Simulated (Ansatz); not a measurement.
input.yaml (Ansatz)

```yaml
crystal:
  lattice:
    - [0.0, 2.0791217165, 2.0791217165]
    - [2.0791217165, 0.0, 2.0791217165]
    - [2.0791217165, 2.0791217165, 0.0]
  atoms:
    - { symbol: Nb, position: [0.0, 0.0, 0.0], spin: 1.0 }
hamiltonian:
  xc: pbe
  pseudopotentials:
    kind: paw
    azcp:
      Nb: "pseudopotentials/Nb.paw.azcp"
basis:
  ecutwfc: 420
  fft_grid_basis: typed
kpoints:
  mp_grid: { grid: [13, 13, 13], shift: [0, 0, 0] }
magnetization:
  spin_polarized: true
scf:
  occupations: { method: fermi_dirac, width: 0.05 }
relax:
  max_steps: 60
  f_tol: 0.01
  cell: {}
```

and its output:

```
Engine: ansatz 0.2.0, aarch64-unknown-linux-gnu
Pseudopotentials: kind: paw
Pseudopotential: Nb, paw, valence charge 13, recommended cutoff 420 eV (normal) 
Functional definition: PBE
  parameter kappa = 0.804
  parameter beta = 0.06672455060314922
  exchange = pbe_x(kappa = kappa, mu = beta*pi^2/3)
  correlation = pbe_c(beta = beta)
Crystal: 1 atoms, lattice volume = 17.975 Å³
Basis set: ecut = 420 eV, 339 PW (Γ), exchange–correlation on 40×40×40 points (8 copies of the dense FFT grid, shifted against one another)
Bands: 11, of which v1, the nominal top of the filled ones, is band 7 counted from 1 (6 counted from 0)
Symmetry: 48 space group operations
Space group: Fm-3m (ITA 225), of the structure as read, at distance tolerance 2.6e-5 Å
Magnetic group: BNS 225.116 (UNI 1618), of the structure as read, at distance tolerance 2.6e-5 Å
k-points: 84 of 2197
Non-local potential: Nb, projectors of the file, l = 0: 3, l = 1: 2, l = 2: 2, l = 3: 1
PAW form: soft (Blöchl's): semilocal exchange-correlation on the pseudo side does not see the compensation charge
PAW one-centre angular grid: Nb, 590 points (default); XC on 64 Gauss nodes
Initial density: superposition of atomic densities (chi_scale 0.1, normalization cell)
Starting moments: Σ|m| = 1 μB on 1 of 1 site
Initial wavefunctions: pseudopotential atomic-orbital guess
Functional: x = pbe(κ = 0.804, μ = 0.2195149727645171), c = pbe(β = 0.06672455060314922)
SCF iter   1: F=—  HF=-4552.249712 eV  |F-HF|=—  |Δ(HF+E_count)|=         —  Δρ=4.79e-2 (↑4.79e-2 ↓2.93e-2)  dr2=1.08e0  dr2_m=3.45e-2  M=0.624 μB ∫|m|=0.624 μB  β_m=0.30  ethr=3.10e-3  ⟨swp⟩=5.0  Hψ=10564  notcnv=0
Mixer restart at iter 1: flushing history
SCF iter   2: F=—  HF=-4551.942817 eV  |F-HF|=—  |Δ(HF+E_count)|=   3.07e-1  Δρ=2.93e-2 (↑2.93e-2 ↓1.76e-2)  dr2=2.99e-1  dr2_m=2.16e-2  M=0.570 μB ∫|m|=0.570 μB  β_m=0.46  ethr=3.10e-3  ⟨swp⟩=3.0  Hψ=4667  notcnv=0  defer=17
SCF iter   3: F=—  HF=-4551.943790 eV  |F-HF|=—  |Δ(HF+E_count)|=         —  Δρ=1.67e-2 (↑1.67e-2 ↓1.52e-2)  dr2=1.13e-2  dr2_m=3.56e-2  M=0.222 μB ∫|m|=0.222 μB  β_m=0.46  ethr=2.30e-3  ⟨swp⟩=2.8  Hψ=3479  notcnv=0  defer=17
Mixer restart at iter 3: flushing history
SCF iter   4: F=—  HF=-4551.942563 eV  |F-HF|=—  |Δ(HF+E_count)|=   1.23e-3  Δρ=1.05e-2 (↑1.05e-2 ↓9.66e-3)  dr2=3.31e-3  dr2_m=1.50e-2  M=0.168 μB ∫|m|=0.168 μB  β_m=0.73  ethr=8.67e-5  ⟨swp⟩=1.1  Hψ=2069  notcnv=0  defer=16
SCF iter   5: F=—  HF=-4551.944970 eV  |F-HF|=—  |Δ(HF+E_count)|=   2.41e-3  Δρ=1.53e-3 (↑1.45e-3 ↓1.53e-3)  dr2=9.31e-5  dr2_m=3.43e-4  M=0.048 μB ∫|m|=0.048 μB  β_m=0.87  ethr=2.54e-5  ⟨swp⟩=2.8  Hψ=3475  notcnv=0  defer=16
...
SCF iter   3: F=—  HF=-4551.965248 eV  |F-HF|=—  |Δ(HF+E_count)|=   1.85e-7  Δρ=5.67e-6 (↑5.66e-6 ↓5.67e-6)  dr2=2.25e-9  dr2_m=1.75e-12  M=0.000 μB ∫|m|=0.000 μB  β_m=0.66  ethr=1.72e-10  ⟨swp⟩=2.1  Hψ=2179  notcnv=0
SCF iter   4: F=—  HF=-4551.965248 eV  |F-HF|=—  |Δ(HF+E_count)|=   2.82e-8  Δρ=2.45e-7 (↑2.39e-7 ↓2.45e-7)  dr2=2.75e-11  dr2_m=5.38e-13  M=0.000 μB ∫|m|=0.000 μB  β_m=0.83  ethr=1.73e-11  ⟨swp⟩=2.5  Hψ=2659  notcnv=0
SCF iter   5: F=—  HF=-4551.965248 eV  |F-HF|=—  |Δ(HF+E_count)|=   1.12e-8  Δρ=7.24e-8 (↑6.91e-8 ↓7.24e-8)  dr2=1.60e-12  dr2_m=4.11e-14  M=0.000 μB ∫|m|=0.000 μB  β_m=0.91  ethr=1.00e-12  ⟨swp⟩=2.5  Hψ=2483  notcnv=0
SCF iter   6: F=-4551.965248 eV  HF=-4551.965248 eV  |F-HF|=9.09e-13  |Δ(HF+E_count)|=  1.09e-11  Δρ=1.51e-8 (↑1.45e-8 ↓1.51e-8)  dr2=8.60e-14  dr2_m=3.41e-15  M=0.000 μB ∫|m|=0.000 μB  ethr=1.00e-12  ⟨swp⟩=3.0  Hψ=6542  notcnv=0
the starting moments were not kept: the SCF closed with an absolute magnetisation of 2.0e-7 μB, where they sum to 1 μB in size (1 site). That is at most 0.1 of that sum. Measured as dr2_m measures the in/out step, that magnetisation stands 6.3e-15 eV from none, at or under the dr2_threshold of 1.0e-11 eV: it is no larger than a step whose dr2_m would equal this threshold.
SCF 6 converged in 6 iterations: F = -4551.965248 eV  dr2 = 8.60e-14
relax step   6: F+E_penalty+E_count = -4551.96524783 eV  Δ(F+E_penalty+E_count) = -1.668e-4 eV  max|allowed force component| = 0.000e0 eV/Å  Δτ_max = 0.0000 Å  P = -0.002 GPa  Ω = 18.792 Å³  stress off target by 1.74e-3 GPa  SCF on the basis re-selected at this cell (its energy is not comparable with the rows above)  (6 SCF iters)
basis re-selected at this cell: Δ(F+E_penalty+E_count) = -1.668e-4 eV, ΔP = -0.002 GPa vs the last step (what re-selecting the basis moved, of the pressure what is left beyond the Pulay correction that the steps carried, after the strain that the cell walked since its last selection, with what the two solves' SCF thresholds leave and, on support functions, any second-order correction that the steps lacked; it is no measure of the basis error at this ecutwfc). This SCF's stress stands 1.74e-3 GPa from its target on what of the cell is left free (relax.cell.stress_tol is 5.00e-2 GPa) and its largest allowed force component is 0.00e0 eV/Å (relax.f_tol is 1.00e-2 eV/Å): within both
SCF converged after 6 iterations
Magnetization: 0.0000 μB (6.5000 up, 6.5000 down)
Absolute magnetization: 0.0000 μB (∫|ρ↑−ρ↓|, with the PAW one-centre terms)
Spin contamination: 0.0000 ħ² per cell (⟨S²⟩ above its minimum at these occupations)
Per-site moments (μB) at R_I (Å): [(1.36925115398158e-7, 1.2309962437456765)]
Free energy (F): -4551.965248 eV
Harris-Foulkes:  -4551.965248 eV  (|F-HF|=9.09e-13)
Internal energy: -4551.951937 eV  (E = F + TS)
E sigma→0 (E₀):  -4551.958592 eV
Entropy (-TS):   -0.013311 eV (-13.311 meV/atom)
Fermi energy:    17.249822 eV
--- Per-component energies (eV) ---
  E_band       = -78.636944
  E_kinetic    = 393.917594
  E_local      = -717.972113  (includes V_loc(G=0)·N_el)
  E_nonlocal   = 119.534616
  E_hartree    = 222.958209
  E_xc         = -175.258946
  E_vxc        = -212.552157  (∫ρ·V_xc dr)
  E_paw        = -3073.266585  (= ΣΔE_a)
  E_vpaw       = -107.481306  (= ΣTr[D̂ρ^β])
  E_aug_tail   = 0.000008  (compensation charges beyond the density's cutoff)
  E_ewald      = -1321.864720
  E_smearing   = -0.013311  (= −TS)
  E_closure    = -0.000000  (closes the sum)
  Σ components = -4551.965248   (vs F -4551.965248, Δ=0.00e0)
--- Forces (eV/Å), atoms counted from 1 ---
  atom   1  Nb     0.00000000     0.00000000     0.00000000
  max |Σ_I F_I| component: 1.54e-32 eV/Å
--- Stress (GPa, compression-positive) ---
       -0.001738      -0.000000      -0.000000
       -0.000000      -0.001738       0.000000
       -0.000000       0.000000      -0.001738
  P = ⅓ Tr σ = -0.0017 GPa (-0.017 kbar)
--- Relaxed structure (5 steps of the walk, 4 accepted, 1 SCFs on fresh bases) ---
  F+E_penalty+E_count = -4551.96524783 eV   max|allowed force component| = 0.000e0 eV/Å   (the final SCF, on the basis selected at the relaxed cell)
  cell:  # Å, volume = 18.7924 Å³
    - [1.4131681114532523e-34, 2.1101716159217845, 2.1101716159217845]
    - [2.1101716159217845, 3.4035507633933603e-34, 2.1101716159217845]
    - [2.1101716159217845, 2.1101716159217845, 2.9616849941205615e-34]
  atoms:
    - { symbol: Nb, position: [0.0, 0.0, 0.0] }
```
